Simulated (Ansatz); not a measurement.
# PbS: the cost of one run

Program: Ansatz 0.2.0. Level of theory: DFT r2SCAN, scalar-relativistic, plane waves, PAW. These are calculated values, not measurements.

2 further runs of the same task are left out: 2 set aside as unsound or not needed.

### Step 1. The system as given

The structure is hexagonal, space group P6_3/mmc (No. 194). The conventional cell has a = 4.129 Å, b = 4.129 Å, c = 7.356 Å, α = 90.00°, β = 90.00°, γ = 120.00°. Pb (site symmetry -6m2) has 6 S at 3.01 Å as nearest neighbours. S (site symmetry -3m) has 6 Pb at 3.01 Å as nearest neighbours.

Structure file:

```
CELL_PARAMETERS angstrom
4.12857 0.00000 0.00000
-2.06428 3.57545 0.00000
0.00000 0.00000 7.35627
ATOMIC_POSITIONS crystal
Pb 0.66667 0.33333 0.75000
Pb 0.33333 0.66667 0.25000
S 0.00000 0.00000 0.00000
S 0.00000 0.00000 0.50000
```

It is the end of an earlier relaxation with the same method, from a generated guess; it is a trial structure. At a tolerance of 0.02 Å it has space group P6_3/mmc (No. 194); it has 27.15 Å³/atom, an uncorrected energy of -0.47 eV/atom over the elements and, on its mesh, gap 0.26 eV.

### Step 2. Level of theory: r2SCAN

File input.yaml:

```yaml
crystal:
  lattice:
    - [4.1285687142, 2.89e-08, 0.0]
    - [-2.0642843821, 3.5754453733, 0.0]
    - [0.0, 0.0, 7.3562732]
  atoms:
    - { symbol: Pb, position: [0.6666666667, 0.3333333333, 0.75] }
    - { symbol: Pb, position: [0.3333333333, 0.6666666667, 0.25] }
    - { symbol: S, position: [0.0, 0.0, 0.0] }
    - { symbol: S, position: [0.0, 0.0, 0.5] }
basis:
  ecutwfc: 500
kpoints:
  mp_grid: { grid: [12, 12, 6] }
  band_path:
    path:
      - [[0.0, 0.0, 0.0], [0.5, 0.0, 0.0], [0.33333333, 0.33333333, 0.0], [0.0, 0.0, 0.0], [0.0, 0.0, 0.5], [0.5, 0.0, 0.5], [0.33333333, 0.33333333, 0.5], [0.0, 0.0, 0.5]]
      - [[0.5, 0.0, 0.5], [0.5, 0.0, 0.0]]
      - [[0.33333333, 0.33333333, 0.5], [0.33333333, 0.33333333, 0.0]]
    npoints: 14
hamiltonian:
  xc: r2scan
scf:
  occupations: { method: gaussian, width: 0.01 }
  n_extra_bands: 10
output:
  forces: true
  stress: true
  eigenvalues: true
  populations: true
  dos: { projected: true, de: 0.02, nscf_kmesh: { grid: [15, 15, 8] } }
  bader: true
  write_density: true
  write_potential: true
  elf: true
  volumetric_format: npy
```

Run with:

```
$ ansatz run input.yaml --threads 1 --pin off --max-ram 3072MiB --backend cpu --events-out ev --progress --plain --runs-dir out
```

**Question.** How long does this run take on 1 thread of Intel Xeon Platinum 8259CL at 2.50GHz (Skylake/Cascade Lake), shared host, and how much memory does it need?

About 1.7 min, with a peak of 0.79 GiB.
